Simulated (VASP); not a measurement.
A run of VASP 6.6.1:

The input POSCAR:

```
HfO2
1.0
    0.0000000000      2.5575000000      2.5575000000
    2.5575000000      0.0000000000      2.5575000000
    2.5575000000      2.5575000000      0.0000000000
Hf O
1 2
Direct
    0.0000000000      0.0000000000      0.0000000000
    0.7500000000      0.7500000000      0.7500000000
    0.2500000000      0.2500000000      0.2500000000
```

The input INCAR.step1:

```
SYSTEM = HfO2
PREC = Accurate
ENCUT = 520
EDIFF = 1E-7
ISMEAR = 0
SIGMA = 0.02
LREAL = .False.
LASPH = .True.
NELM = 60
ALGO = Normal
ISIF = 2
LWAVE = .False.
LCHARG = .True.
LMAXMIX = 4
GGA = PE
```

KPOINTS.step1

```
regular mesh
0
Gamma
  10 10 10
  0 0 0
```

File INCAR.step2:

```
SYSTEM = HfO2
PREC = Accurate
ENCUT = 520
EDIFF = 1E-7
ISMEAR = 0
SIGMA = 0.05
LREAL = .False.
LASPH = .True.
NELM = 60
ALGO = Normal
ISIF = 2
LWAVE = .False.
LCHARG = .False.
LMAXMIX = 4
GGA = PE
ICHARG = 11
```

Contents of KPOINTS.step2:

```
path GXWKGLUWLK,UX
15
line-mode
reciprocal
 0.0000000000  0.0000000000  0.0000000000  G
 0.5000000000  0.0000000000  0.5000000000  X

 0.5000000000  0.0000000000  0.5000000000  X
 0.5000000000  0.2500000000  0.7500000000  W

 0.5000000000  0.2500000000  0.7500000000  W
 0.3750000000  0.3750000000  0.7500000000  K

 0.3750000000  0.3750000000  0.7500000000  K
 0.0000000000  0.0000000000  0.0000000000  G

 0.0000000000  0.0000000000  0.0000000000  G
 0.5000000000  0.5000000000  0.5000000000  L

 0.5000000000  0.5000000000  0.5000000000  L
 0.6250000000  0.2500000000  0.6250000000  U

 0.6250000000  0.2500000000  0.6250000000  U
 0.5000000000  0.2500000000  0.7500000000  W

 0.5000000000  0.2500000000  0.7500000000  W
 0.5000000000  0.5000000000  0.5000000000  L

 0.5000000000  0.5000000000  0.5000000000  L
 0.3750000000  0.3750000000  0.7500000000  K

 0.6250000000  0.2500000000  0.6250000000  U
 0.5000000000  0.0000000000  0.5000000000  X
```

Potentials or basis: VASP PAW PBE potentials, release 64 (Hf_pv, O).

Run with:

```bash
$ cat potpaw_PBE.64/Hf_pv/POTCAR potpaw_PBE.64/O/POTCAR > POTCAR
$ cp INCAR.step1 INCAR
$ cp KPOINTS.step1 KPOINTS
$ mpirun -np 1 vasp_std > vasp.out
$ cp INCAR.step2 INCAR
$ cp KPOINTS.step2 KPOINTS
$ mpirun -np 1 vasp_std > vasp.out
```

Hardware: 1 thread of Intel(R) Xeon(R) Platinum 8259CL CPU @ 2.50GHz (Skylake/Cascade Lake), with other jobs on the host.

Q: Estimate the wall time of this run.

A: Run time: 75 s on 1 thread of Intel(R) Xeon(R) Platinum 8259CL CPU @ 2.50GHz (Skylake/Cascade Lake) (shared host), peak memory 0.21 GiB. Counts: scf iterations 8, k points 150.
